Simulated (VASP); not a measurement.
# How biaxial strain in the (111) plane changes CdSe (F-43m), part 2 of 2

Wanted: the response of CdSe to biaxial strain in the (111) plane, as a table, with a fit that predicts a row left out.

VASP 6.6.1, plane waves and PAW; the level of theory is named at each step.

So far: The starting structure; Relax the crystal, LDA; Strain along the normal, LDA; Band edges, TB-mBJ with spin-orbit coupling; Band edges, r2SCAN with spin-orbit coupling.

## Step 5: Band edges, r2SCAN with spin-orbit coupling (continued)

Level of this step: r2SCAN, spin-orbit coupling; plane waves and PAW (Cd, Se); cell typed or built by script (VASP).

From OUTCAR (step 5):

```text
  Total        1.5809556      1.5809556      1.5809556     -0.2034019     -0.2034019     -0.2034019
  in kB       47.4487808     47.4487808     47.4487808     -6.1046438     -6.1046438     -6.1046438
  external PRESSURE =      47.4487808 kB  Pullay stress =       0.0000000 kB

 POSITION                                       TOTAL-FORCE (eV/Angst)
 -----------------------------------------------------------------------------------
      0.01752      0.01752      0.01752         0.019740      0.019740      0.019740
      1.51601      1.51601      1.51601        -0.019740     -0.019740     -0.019740
 -----------------------------------------------------------------------------------
    total drift:                                0.000005      0.000005      0.000005

  FREE ENERGIE OF THE ION-ELECTRON SYSTEM (eV)
  ---------------------------------------------------
  free  energy   TOTEN  =      -520.8436229994 eV

  energy  without entropy=     -520.8436229994  energy(sigma->0) =     -520.84362300

[... 2 parts as in an earlier step ...]

[... 1 further part left out ...]
[key lines of the parts left out:]
E-fermi :   1.5502
```

Read from the output:

* energy(sigma→0) of the program: -520.8436 eV
* stress, compression positive: 3.52 along [111], 5.36 across it (mean), GPa

The run ends at a pressure of 4.74 GPa, with forces up to 0.034 eV/Å.

## Step 6: All members

Runs beyond LDA use the data sets made with LDA; this shifts their levels slightly, and their total energies have another zero (at TB-mBJ, which has no energy functional, they mean nothing).

The other members went through these steps as far as the tables show, with the same cutoff and, step by step, the same mesh; 43 runs are not shown, of which 1 ended short or failed. The session took 17 core hours (wall time by ranks) on a shared machine.

```csv
in-plane strain (%),strain along the normal (%),"in-plane stress, tension positive (GPa)",energy above the unstrained row (meV/atom),"gap on the mesh, LDA (eV)"
-2.000,1.888,-1.870,6.824,0.387
-1.500,1.406,-1.396,3.909,0.402
-1.000,0.926,-0.925,1.801,0.413
-0.500,0.453,-0.456,0.508,0.421
0,-0.013,0.014,0.000,0.425
0.500,-0.485,0.471,0.291,0.386
1.000,-0.947,0.929,1.358,0.350
1.500,-1.407,1.379,3.192,0.319
2.000,-1.857,1.823,5.789,0.294
```

Slopes at zero strain, from cubics through all rows: strain ratio -0.938, stress over strain 93 GPa.

Band edges at TB-mBJ with spin-orbit coupling, counted from the valence-band top at Γ, spin-orbit pairs averaged, with one row partly withheld:

```csv
in-plane strain (%),gap (eV),conduction band at Γ (eV),Δ or X valley along z (eV),Δ or X valley along x (eV),"lowest conduction level at L, [111] (eV)","lowest conduction level at L, [-111] (eV)",second valence level below the top (eV),third valence level below the top (eV)
-2.000,1.858,1.858,3.808,3.808,3.639,3.314,0.108,0.431
-1.500,1.875,1.876,3.864,3.864,3.589,3.350,0.084,0.400
-1.000,1.889,1.889,3.913,3.913,3.540,3.383,0.058,0.374
0,1.906,1.906,3.986,3.986,3.444,3.445,0.000,0.337
0.500,1.879,1.879,3.978,3.978,3.366,3.442,0.030,0.354
1.000,1.850,1.850,3.961,3.961,3.290,3.438,0.060,0.373
1.500,1.819,1.820,3.936,3.936,?,3.433,0.088,0.393
2.000,1.787,1.788,3.905,3.905,3.144,3.427,0.115,0.413
```

Conduction masses, in electron masses:

```csv
in-plane strain (%),"conduction mass at Γ, along the strain axis or the normal of the plane","conduction mass at Γ, across the strain axis or in the plane"
-2.000,0.155,0.175
-1.500,0.160,0.175
-1.000,0.163,0.172
0,0.170,0.169
0.500,0.171,0.167
1.000,0.174,0.166
1.500,0.177,0.165
2.000,0.179,0.164
```

Band edges at r2SCAN with spin-orbit coupling, counted from the valence-band top at Γ, spin-orbit pairs averaged:

| in-plane strain (%) | gap (eV) | conduction band at Γ (eV) | Δ or X valley along z (eV) | Δ or X valley along x (eV) | lowest conduction level at L, [111] (eV) | lowest conduction level at L, [-111] (eV) | second valence level below the top (eV) | third valence level below the top (eV) |
| --- | --- | --- | --- | --- | --- | --- | --- | --- |
| -2.000 | 0.994 | 0.994 | 3.120 | 3.120 | 3.025 | 2.654 | 0.116 | 0.459 |
| -1.500 | 1.010 | 1.010 | 3.174 | 3.174 | 2.965 | 2.692 | 0.090 | 0.424 |
| -1.000 | 1.022 | 1.022 | 3.220 | 3.220 | 2.906 | 2.727 | 0.061 | 0.397 |
| -0.500 | 1.031 | 1.031 | 3.259 | 3.259 | 2.847 | 2.760 | 0.031 | 0.374 |
| 0 | 1.036 | 1.036 | 3.289 | 3.289 | 2.790 | 2.791 | 0.000 | 0.357 |
| 0.500 | 1.007 | 1.007 | 3.278 | 3.278 | 2.702 | 2.789 | 0.032 | 0.375 |
| 1.000 | 0.976 | 0.976 | 3.260 | 3.260 | 2.616 | 2.786 | 0.063 | 0.395 |
| 1.500 | 0.943 | 0.944 | 3.235 | 3.235 | 2.533 | 2.782 | 0.092 | 0.415 |
| 2.000 | 0.910 | 0.913 | 3.206 | 3.206 | 2.453 | 2.779 | 0.119 | 0.435 |

Conduction masses, in electron masses:

| in-plane strain (%) | conduction mass at Γ, along the strain axis or the normal of the plane | conduction mass at Γ, across the strain axis or in the plane |
| --- | --- | --- |
| -2.000 | 0.093 | 0.100 |
| -1.500 | 0.094 | 0.099 |
| -1.000 | 0.095 | 0.098 |
| -0.500 | 0.096 | 0.097 |
| 0 | 0.096 | 0.096 |
| 0.500 | 0.096 | 0.095 |
| 1.000 | 0.096 | 0.094 |
| 1.500 | 0.096 | 0.093 |
| 2.000 | 0.096 | 0.092 |

## Step 7: A fit to the known rows

The quantity to fit is the splitting of the lowest conduction levels at the L points ([111] less [-111]) at TB-mBJ with spin-orbit coupling: 0.325, 0.239, 0.156, -0.001, -0.076, -0.148, -0.283 eV in the rows shown.

A least-squares parabola through the 7 rows shown, with d the strain along the axis less the strain across it, in %: E = 0.001287 d² + 0.07849 d + 1.41e-4 (eV), r.m.s. residual 2.0e-4 eV.

For the withheld row, d = -2.907, the fit gives -0.2171 eV.

## Step 8: Prediction against calculation

The calculation gives -0.2173 eV, so the prediction is 0.0002 eV too high.

The splitting is Ξu times 8/9 of d, with d as a fraction, so the linear term gives Ξu = 8.8 eV.

## Step 9: What came out

| Item | Value |
| --- | --- |
| ratio of normal to in-plane strain | -0.938 |
| biaxial modulus | 93 GPa |
| gap of the unstrained cell, TB-mBJ with spin-orbit coupling | 1.91 eV |
| gap of the unstrained cell, r2SCAN with spin-orbit coupling | 1.04 eV |
| shear deformation potential Ξu of the lowest conduction levels at L | 8.8 eV |
| error of the predicted row | 0.2 meV |

**Reading.** As a check, the curvature of the energy gives 93 GPa for the same modulus (energy per volume = M × strain²), 0 % from the slope of the stress. At TB-mBJ with spin-orbit coupling the lowest conduction valley is Γ throughout, and the gap runs between 1.79 and 1.91 eV. At r2SCAN with spin-orbit coupling the lowest conduction valley is Γ throughout, and the gap runs between 0.91 and 1.04 eV. Hole masses are left out throughout, since the top bands are degenerate or cross in many series; of conduction masses, those of the Γ, L and (for Si and Ge under (001) strain) Δ valleys are kept where they change by under an eighth between rows. TB-mBJ is a potential fitted for gaps; it has no energy functional, so its total energies and forces mean nothing, and its bands tend to come out too narrow. r2SCAN opens gaps somewhat over GGA but leaves them below measured values as a rule. Δ or X levels are the lowest on their line, refined by a parabola unless they lie at X; the gap is read from all points sampled and can differ from the lowest valley by some meV, or by tens of meV where strain moves the valence top off Γ. Temperature, zero-point motion and excitons are left out.

[Lines on the potential files, build, host, timing and source positions are cut from VASP's logs without a mark.]

[Logs are printed without paths, hosts, clocks, repeated set-up lines and the standing remarks that a program may print on its own settings, such as how far it seeks lower states.]

[Hosts, paths, dates, database ids (printed as entryN), source tags and the programs' standing remarks are cut or masked in the printed files.]

[In band tables of VASP the shares of atoms and orbitals are scaled to a sum of 1 inside the atoms' spheres.]
